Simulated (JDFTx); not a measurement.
# InP (F-43m) in JDFTx: notebook, part 2 of 2

JDFTx 1.7.0 (patched build).

### 3 Single point, PBEsol

Contents of InP.in:

```
lattice \
    0.0000000000     2.9305000000     2.9305000000 \
    2.9305000000     0.0000000000     2.9305000000 \
    2.9305000000     2.9305000000     0.0000000000
latt-scale 1.889726124626 1.889726124626 1.889726124626
coords-type Lattice
ion In     0.0000000000     0.0000000000     0.0000000000 1
ion P      0.7500000000     0.7500000000     0.7500000000 1

ion-species pseudo/In.upf
ion-species pseudo/P.upf
elec-cutoff 35 280
elec-ex-corr gga-PBEsol
kpoint-folding 8 8 8
elec-smearing Gauss 0.00091873305
elec-n-bands 15
electronic-SCF nIterations 100 energyDiffThreshold 1e-09
electronic-minimize nIterations 30 energyDiffThreshold 1e-7
converge-empty-states yes
forces-output-coords Cartesian

dump-name run.$VAR
dump End Ecomponents EigStats BandEigs Kpoints Forces Stress
```

Potentials or basis: PseudoDojo-SR-PBEsol-0.4.1-standard with smoothed tails.

Run with:

```sh
> jdftx -c 1 -i InP.in -o InP.out
```

The log of the run:

```text
*************** JDFTx 1.7.0 (patched build) ***************

Input parsed successfully to the following command list (including defaults):
[... the input with its defaults ...]

---------- Setting up symmetries ----------

Found 48 point-group symmetries of the bravais lattice
Found 24 space-group symmetries with basis
Applied RMS atom displacement 0 bohrs to make symmetries exact.

---------- Initializing the Grid ----------
R =
[            0      5.53784      5.53784  ]
[      5.53784            0      5.53784  ]
[      5.53784      5.53784            0  ]
unit cell volume = 339.666
G =
[  -0.567295   0.567295   0.567295  ]
[   0.567295  -0.567295   0.567295  ]
[   0.567295   0.567295  -0.567295  ]
Minimum fftbox size, Smin = [  60  60  60  ]
Chosen fftbox size, S = [  60  60  60  ]

---------- Initializing tighter grid for wavefunction operations ----------
R =
[            0      5.53784      5.53784  ]
[      5.53784            0      5.53784  ]
[      5.53784      5.53784            0  ]
unit cell volume = 339.666
G =
[  -0.567295   0.567295   0.567295  ]
[   0.567295  -0.567295   0.567295  ]
[   0.567295   0.567295  -0.567295  ]
Minimum fftbox size, Smin = [  44  44  44  ]
Chosen fftbox size, S = [  48  48  48  ]

---------- Exchange Correlation functional ----------
Initalized PBEsol GGA exchange.
Initalized PBEsol GGA correlation.

---------- Setting up pseudopotentials ----------
Width of ionic core gaussian charges (only for fluid interactions / plotting) set to 0

Reading pseudopotential file 'pseudo/In.upf':
  'In' pseudopotential, 'PBESOL' functional
  Generated using ONCVPSP code by D. R. Hamann
  13 valence electrons, 3 orbitals, 6 projectors, 1001 radial grid points, with lMax = 2
    4D    l: 2   occupation: 10.0   eigenvalue: -0.683211
    5S    l: 0   occupation:  2.0   eigenvalue: -0.303394
    5P    l: 1   occupation:  1.0   eigenvalue: -0.092565
  Core radius for overlap checks: 2.17 bohrs.

Reading pseudopotential file 'pseudo/P.upf':
  'P' pseudopotential, 'PBESOL' functional
  Generated using ONCVPSP code by D. R. Hamann
  5 valence electrons, 2 orbitals, 6 projectors, 1001 radial grid points, with lMax = 2
    3S    l: 0   occupation:  2.0   eigenvalue: -0.511448
    3P    l: 1   occupation:  3.0   eigenvalue: -0.201377
  Core radius for overlap checks: 1.66 bohrs.

Initialized 2 species with 2 total atoms.

Folded 1 k-points by 8x8x8 to 512 k-points.

---------- Setting up k-points, bands, fillings ----------
Adding inversion symmetry to k-mesh for non-inversion-symmetric unit cell.
Reduced to 29 k-points under symmetry.
Computing the number of bands and number of electrons
Calculating initial fillings.
nElectrons:  18.000000   nBands: 15   nStates: 29

----- Setting up reduced wavefunction bases (one per k-point) -----
average nbasis = 3359.189 , ideal nbasis = 3359.293

---------- Setting up ewald sum ----------
Optimum gaussian width for ewald sums = 2.515192 bohr.
Real space sum over 1331 unit cells with max indices [  5  5  5  ]
Reciprocal space sum over 2197 terms with max indices [  6  6  6  ]

---------- Allocating electronic variables ----------
Initializing wave functions:  linear combination of atomic orbitals
Note: number of bands (15) exceeds available atomic orbitals (13)
In pseudo-atom occupations:   s ( 2 )  p ( 1 )  d ( 10 )
P pseudo-atom occupations:   s ( 2 )  p ( 3 )
	FillingsUpdate:  mu: +0.296562984  nElectrons: 18.000000
LCAOMinimize: Iter:   0  F: -63.2323876092389554  |grad|_K:  2.984e-03  alpha:  1.000e+00
	FillingsUpdate:  mu: +0.282342797  nElectrons: 18.000000
LCAOMinimize: Iter:   1  F: -63.2466708332342051  |grad|_K:  7.310e-05  alpha:  4.734e-01  linmin: -3.197e-01  cgtest:  7.709e-01
LCAOMinimize: Encountered beta<0, resetting CG.
	FillingsUpdate:  mu: +0.282207411  nElectrons: 18.000000
LCAOMinimize: Iter:   2  F: -63.2466810548813925  |grad|_K:  2.033e-05  alpha:  5.863e-01  linmin: -5.781e-05  cgtest:  2.952e-03
	FillingsUpdate:  mu: +0.282320706  nElectrons: 18.000000
LCAOMinimize: Iter:   3  F: -63.2466820299689729  |grad|_K:  8.933e-07  alpha:  7.226e-01  linmin: -4.638e-03  cgtest: -6.212e-03
	FillingsUpdate:  mu: +0.282320012  nElectrons: 18.000000
LCAOMinimize: Iter:   4  F: -63.2466820325129220  |grad|_K:  7.204e-08  alpha:  9.761e-01  linmin: -4.552e-04  cgtest: -1.145e-02
LCAOMinimize: Converged (|Delta F|<1.000000e-06 for 2 iters).

-------- Electronic minimization -----------
Will mix electronic density at each iteration.
	FillingsUpdate:  mu: +0.282320012  nElectrons: 18.000000
	FillingsUpdate:  mu: +0.268644170  nElectrons: 18.000000
SCF: Cycle:  0   F: -63.283118272660559   dF: -3.644e-02   |Residual|: 4.370e-02   |deigs|: 1.444e-01
	FillingsUpdate:  mu: +0.269274241  nElectrons: 18.000000
SCF: Cycle:  1   F: -63.283864604273639   dF: -7.463e-04   |Residual|: 2.485e-02   |deigs|: 7.333e-03
	FillingsUpdate:  mu: +0.271198557  nElectrons: 18.000000
SCF: Cycle:  2   F: -63.283992781821361   dF: -1.282e-04   |Residual|: 3.591e-03   |deigs|: 2.985e-03
	FillingsUpdate:  mu: +0.271530596  nElectrons: 18.000000
SCF: Cycle:  3   F: -63.284002361084191   dF: -9.579e-06   |Residual|: 1.641e-03   |deigs|: 9.989e-04
	FillingsUpdate:  mu: +0.271957370  nElectrons: 18.000000
SCF: Cycle:  4   F: -63.284005494909501   dF: -3.134e-06   |Residual|: 6.299e-04   |deigs|: 6.950e-04
	FillingsUpdate:  mu: +0.271977819  nElectrons: 18.000000
SCF: Cycle:  5   F: -63.284006379765280   dF: -8.849e-07   |Residual|: 2.186e-04   |deigs|: 3.908e-04
	FillingsUpdate:  mu: +0.272056785  nElectrons: 18.000000
SCF: Cycle:  6   F: -63.284007125084401   dF: -7.453e-07   |Residual|: 4.757e-05   |deigs|: 6.318e-04
	FillingsUpdate:  mu: +0.272058405  nElectrons: 18.000000
SCF: Cycle:  7   F: -63.284007445036323   dF: -3.200e-07   |Residual|: 3.229e-05   |deigs|: 4.541e-04
	FillingsUpdate:  mu: +0.272061847  nElectrons: 18.000000
SCF: Cycle:  8   F: -63.284007565850196   dF: -1.208e-07   |Residual|: 7.652e-06   |deigs|: 1.747e-04
	FillingsUpdate:  mu: +0.272061042  nElectrons: 18.000000
SCF: Cycle:  9   F: -63.284007635252586   dF: -6.940e-08   |Residual|: 3.961e-06   |deigs|: 3.312e-04
	FillingsUpdate:  mu: +0.272061119  nElectrons: 18.000000
SCF: Cycle: 10   F: -63.284007658210207   dF: -2.296e-08   |Residual|: 3.007e-06   |deigs|: 1.991e-04
	FillingsUpdate:  mu: +0.272061144  nElectrons: 18.000000
SCF: Cycle: 11   F: -63.284007671283717   dF: -1.307e-08   |Residual|: 1.275e-06   |deigs|: 3.186e-04
	FillingsUpdate:  mu: +0.272061120  nElectrons: 18.000000
SCF: Cycle: 12   F: -63.284007676175669   dF: -4.892e-09   |Residual|: 8.128e-07   |deigs|: 1.696e-04
	FillingsUpdate:  mu: +0.272061099  nElectrons: 18.000000
SCF: Cycle: 13   F: -63.284007678834634   dF: -2.659e-09   |Residual|: 7.317e-07   |deigs|: 2.050e-04
	FillingsUpdate:  mu: +0.272061137  nElectrons: 18.000000
SCF: Cycle: 14   F: -63.284007679766894   dF: -9.323e-10   |Residual|: 4.347e-07   |deigs|: 1.203e-04
	FillingsUpdate:  mu: +0.272061152  nElectrons: 18.000000
SCF: Cycle: 15   F: -63.284007680290692   dF: -5.238e-10   |Residual|: 2.231e-07   |deigs|: 8.849e-05
SCF: Converged (|Delta E|<1.000000e-09 for 2 iters).

Setting wave functions to eigenvectors of Hamiltonian
Converging empty states (this may take a while):
EmptyStates: None of the convergence criteria satisfied.
|deigs|: 1.013e-03

# Stress tensor in Cartesian coordinates [Eh/a0^3]:
[ -2.38988e-05            0            0  ]
[            0 -2.38988e-05            0  ]
[            0            0 -2.38988e-05  ]

# Ionic positions in lattice coordinates:
ion In   0.000000000000000   0.000000000000000   0.000000000000000 1
ion P   0.750000000000000   0.750000000000000   0.750000000000000 1

# Forces in Cartesian coordinates:
force In   0.000000000000000   0.000000000000000  -0.000000000000000 1
force P  -0.000000000000000   0.000000000000000  -0.000000000000000 1

# Energy components:
   Eewald =      -44.8602020981742839
       EH =       18.3648080117080283
     Eloc =      -55.4919917840941963
      Enl =      -13.6811451682130549
      Exc =      -21.8776474611641554
 Exc_core =        9.9497877147153844
       KE =       44.3123831049315768
-------------------------------------
     Etot =      -63.2840076802906921
       TS =        0.0000000000000000
-------------------------------------
        F =      -63.2840076802906921

IonicMinimize: Iter:   0  F: -63.284007680290692  |grad|_K:  2.913e-36
IonicMinimize: Converged (|grad|_K<1.000000e-04).

#--- Lowdin population analysis ---
# oxidation-state In +0.285
# oxidation-state P -0.251

Dumping 'run.eigStats' ...
	eMin: -0.270307 at state 20 ( [ +0.000000 +0.500000 +0.500000 ] spin 0 )
	HOMO: +0.258750 at state 0 ( [ +0.000000 +0.000000 +0.000000 ] spin 0 )
	mu  : +0.272061
	LUMO: +0.281291 at state 0 ( [ +0.000000 +0.000000 +0.000000 ] spin 0 )
	eMax: +0.675708 at state 24 ( [ +0.125000 +0.375000 +0.500000 ] spin 0 )
	HOMO-LUMO gap: +0.022542
	Optical gap  : +0.022542 at state 0 ( [ +0.000000 +0.000000 +0.000000 ] spin 0 )
WARNING: the last solve of the electrons (or of bands or displaced states from it) ended unconverged.
Done!
```

It took 2 min on 1 thread of Intel Xeon Platinum 8259CL at 2.50GHz (Skylake/Cascade Lake), shared host; peak memory 0.13 GiB.

What came out:

```
Free energy            : -1722.0456 eV
Pressure               : 0.7 GPa
Band gap on the k mesh : 0.61 eV, direct
Loewdin charges        : In +0.28; P -0.25 e
```

Levels at points of the mesh, in eV from the valence-band top:
```
           k point  band 7  band 8  band 9  band 10  band 11
(0.00, 0.00, 0.00)    0.00    0.00    0.00     0.61     4.02
(0.00, 0.00, 0.50)   -5.80   -0.98   -0.98     1.40     4.73
(0.00, 0.50, 0.50)   -5.81   -2.35   -2.35     1.63     2.16
```

Caveat: the empty levels aren't tightly converged; spin-orbit coupling is left out, which moves the levels of the heavy elements.

### 4 For comparison

An earlier run on the cell as given: functional PBEsol; potentials or basis PseudoDojo-SR-PBEsol-0.4.1-standard with smoothed tails; cutoff 952 eV; density cutoff 7619 eV; k mesh 8 × 8 × 8; occupations fermi-dirac, width 0.05 eV; no spin polarisation.

- Pressure: 0.7 GPa
- Band gap on the k mesh: 0.61 eV, direct
- Loewdin charges: In +0.28; P -0.25 e

### 5 Overview

| level | potentials or basis | k mesh | smearing | SCF threshold on the energy | mesh quality | gap on the mesh (eV) | pressure (GPa) |
| --- | --- | --- | --- | --- | --- | --- | --- |
| HSE06 | PseudoDojo-SR-PBE-0.5-standard with smoothed tails | 3 × 3 × 3 | fermi-dirac 0.05 eV | 1e-07 Ha | coarse | 1.44 | 0.5 |
| PBEsol | PseudoDojo-SR-PBEsol-0.4.1-standard with smoothed tails | 8 × 8 × 8 | gaussian 0.05 eV | 1e-09 Ha | not flagged | 0.61 | 0.7 |
| PBEsol | PseudoDojo-SR-PBEsol-0.4.1-standard with smoothed tails | 8 × 8 × 8 | fermi-dirac 0.05 eV | 1e-09 Ha | not flagged | 0.61 | 0.7 |

Alike in all rows: task single point; no spin polarisation; cell as given; cutoff (eV) 952.

Caveats: some runs use coarse meshes; spin-orbit coupling is left out, which moves the levels of the heavy elements; the empty levels aren't tightly converged (some runs); this program's HSE differs a little from the usual definition (some runs); the hybrid runs on potentials with a model core (some runs); the potentials were made for another functional, which shifts forces and pressure (some runs).

Total energies depend on the potentials used, so only differences within one code and one set of settings carry meaning.

### 6 Comparison with measurements

Step 3. Against the measured gap of InP, 1.4236 eV (direct; 1.6 K; a printed reference work, data compilation), the calculated 0.61 eV is off by -0.81 eV. Spin-orbit coupling on In is left out. The value is that of PBEsol, without temperature or zero-point motion. Semilocal functionals fall short of measured gaps as a rule.
